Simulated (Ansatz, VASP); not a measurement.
## One calculation of ZnH, two programs

```
Zn H
1.0
     0.00000    2.33471    2.33471
     2.33471    0.00000    2.33471
     2.33471    2.33471    0.00000
Zn H
1 1
Direct
  0.00000 0.00000 0.00000
  0.25000 0.25000 0.25000
```

Change from the starting cell: species swapped into the AlP type (F-43m, No. 216).

Alike in both runs: task single point; functional PBE; k mesh 6 × 6 × 6; occupations gaussian, width 0.1 eV; no spin polarisation.

|  | VASP | Ansatz |
| --- | --- | --- |
| version | VASP 6.6.1 | Ansatz 0.2.0 |
| potentials or method | VASP PAW PBE potentials, release 64 (Zn, H) | scalar-relativistic, plane waves, PAW |
| plane-wave cutoff (eV) | 520 | 420 |
| valence electrons in the cell | 13 | 13 |

Ansatz gave:

```
gap on the k mesh at the Fermi level (eV) : none
pressure (GPa)                            : -6.1
```

Task: Estimate VASP's values.

Result: gap on the k mesh at the Fermi level (eV): none; pressure (GPa): -6.0.

A gap of «none» marks a metal or a gap that the smearing closes. With one functional, cell and mesh, what is left measures potentials, basis and numerics.

Caveats: the k mesh is coarse (spacing up to 0.39 Å⁻¹), so the values aren't converged.
